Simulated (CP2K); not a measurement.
Crystal: Fe.

```
CELL_PARAMETERS angstrom
2.49935 0.00000 0.00000
-0.83312 2.35641 0.00000
-0.83312 -1.17820 2.04071
ATOMIC_POSITIONS crystal
Fe 0.00000 0.00000 0.00000
```

Program: CP2K 2026.2. Alike in all runs: spin collinear, ferromagnetic start; cell as given; k mesh 13 × 13 × 13.

Order these runs on this cell by their pressure, lowest first.
A. level PBE; potentials or basis POTENTIAL_UZH Fe GTH-PBE-q16; TZVP-MOLOPT-PBE-GTH basis; smearing fermi-dirac 0.05 eV; EPS_DEFAULT 1.0E-10; MIXING METHOD BROYDEN_MIXING; MIXING ALPHA 0.2; NBUFFER 10; NGRIDS 4
B. level PBEsol; potentials or basis POTENTIAL_UZH Fe GTH-PBE-q16; TZVP-MOLOPT-PBE-GTH basis; smearing fermi-dirac 0.05 eV; EPS_DEFAULT 1.0E-9; MIXING METHOD PULAY_MIXING; MIXING ALPHA 0.4; NBUFFER 6; NGRIDS 5
C. level LDA; potentials or basis GTH_POTENTIALS Fe GTH-PADE-q16; TZVP-MOLOPT-PBE-GTH basis; smearing fermi-dirac 0.01 eV; EPS_DEFAULT 1.0E-9; MIXING METHOD BROYDEN_MIXING; MIXING ALPHA 0.2; NBUFFER 10; NGRIDS 5
D. level r2SCAN; potentials or basis POTENTIAL_UZH Fe GTH-SCAN-q16; TZVP-MOLOPT-SCAN-GTH basis; smearing fermi-dirac 0.1 eV; EPS_DEFAULT 1.0E-10; MIXING METHOD BROYDEN_MIXING; MIXING ALPHA 0.2; NBUFFER 10; NGRIDS 4

C (-18.6 GPa), B (-12.2 GPa), A (-3.4 GPa), D (1.8 GPa).

Caveats: the basis of atomic orbitals isn't converged, which shifts pressures, moduli and gaps; the potentials were made for another functional, which shifts forces and pressure (some runs); so large a pressure means that the cell lies far from this level's equilibrium, or that cutoff or potentials fall short (some runs).

Not every run made on this cell is shown here.
